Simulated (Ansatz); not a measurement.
A relaxed cell of Se is given with its symmetry left out. The cell was found from a structure generator's guess, not taken from experiment.

Level of theory: DFT PBE, scalar-relativistic, plane waves, PAW in Ansatz 0.2.0. Cutoff 420 eV, Γ-centred mesh, Gaussian smearing, no spin polarisation.

```
Se
1.0
     2.83046    0.00000    0.00000
     0.00000    2.83046    0.00000
     0.00000    0.00000    2.83046
Se
1
Direct
  0.00000 0.00000 0.00000
```

Energies count from the standard state of Se at the same level.

Problem. Find its symmetry and describe it.

Solution. Pm-3m (No. 221), the simple cubic type. Conventional cell: a = 2.830 Å. Se has 6 Se at 2.83 Å.

Problem. How far does it lie from the standard state of Se?

Solution. +0.18 eV/atom. So it is a metastable form at best.

Problem. Is it a metal?

Solution. Yes, bands cross the Fermi level on the 18×18×22 mesh.

The last run used an 18×18×22 mesh (in the run's order of axes) for its 1-atom cell and Gaussian smearing of 0.10 eV. The reference form of Se is held partly by dispersion forces, which this level lacks. A structure relaxed within its symmetry needn't be a true minimum.
